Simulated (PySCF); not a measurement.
Isomers of C6H8, mass 80.063 u with the commonest isotopes. Computed with PySCF, PBE0-D3(BJ)/def2-SVP geometry optimisation, gas phase. One conformer each, none proved a minimum here; rigid rotors.

Task: Order these by out-of-plane moment Σ m c² = (Ia + Ib − Ic)/2, smallest first.
A. bicyclo[3.1.0]hex-2-ene (`[C@H]12C[C@H]1CC=C2`)
B. 1,4-cyclohexadiene (`C1C=CCC=C1`)
C. `[CH:1]1=[CH:2][CH2:3][CH2:4][CH:5]=[CH:6]1` with C1–C2–C3–C4 31°, C2–C3–C4–C5 -44°, C3–C4–C5–C6 31°, C2–C1–C6–C5 -15° (1,3-cyclohexadiene)
D. `C#CC1(C)CC1`
E. `[CH3:1][CH2:2][CH:3]=[C:4]1[CH:5]=[CH:6]1` with C1–C2–C3–C4 117°

Result: B (3.07 u·Å²), C (5.79 u·Å²), E (14.17 u·Å²), A (17.06 u·Å²), D (21.46 u·Å²).

Task: Order these by rotational constant B, smallest first.
A. `[CH3:1][CH2:2][CH:3]=[C:4]1[CH:5]=[CH:6]1` with C1–C2–C3–C4 117°
B. bicyclo[3.1.0]hex-2-ene, `C1=C[C@H]2C[C@H]2C1`
C. `C#CC1(C)CC1`
D. `[CH:1]1=[CH:2][CH2:3][CH2:4][CH:5]=[CH:6]1` with C1–C2–C3–C4 31°, C2–C3–C4–C5 -44°, C3–C4–C5–C6 31°, C2–C1–C6–C5 -15°
E. 1,4-cyclohexadiene, `C1CC=CCC=1`

Result: A (1770 MHz), C (3057 MHz), B (4531 MHz), E (4906 MHz), D (5076 MHz).

Task: Order these by rotational constant C, smallest first.
A. bicyclo[3.1.0]hex-2-ene (`C1=C[C@H]2C[C@H]2C1`)
B. `[CH:1]1=[CH:2][CH2:3][CH2:4][CH:5]=[CH:6]1` with C1–C2–C3–C4 31°, C2–C3–C4–C5 -44°, C3–C4–C5–C6 31°, C2–C1–C6–C5 -15° (1,3-cyclohexadiene)
C. `C#CC1(C)CC1`
D. `[CH3:1][CH2:2][CH:3]=[C:4]1[CH:5]=[CH:6]1` with C1–C2–C3–C4 117°
E. 1,4-cyclohexadiene, `C1=CCC=CC1`

Result: D (1687 MHz), C (2392 MHz), E (2600 MHz), B (2699 MHz), A (3220 MHz).

```csv
SMILES,point group,Ia (u·Å²),Ib (u·Å²),Ic (u·Å²),κ,μa (D),μb (D),μc (D)
CCC=C1C=C1,C1,42.37,285.58,299.61,-0.98,1.80,0.62,0.22
C1=CCCC=C1,C2,99.29,99.55,187.27,0.99,0.46,0.04,0.00
C1=CCC=CC1,D2h,97.51,103.01,194.37,0.79,0.00,0.00,0.00
C#CC1(C)CC1,Cs,88.82,165.33,211.25,-0.60,0.82,0.06,0.00
C1=C[C@H]2C[C@H]2C1,–,79.53,111.53,156.93,-0.16,0.14,0.21,0.10
```
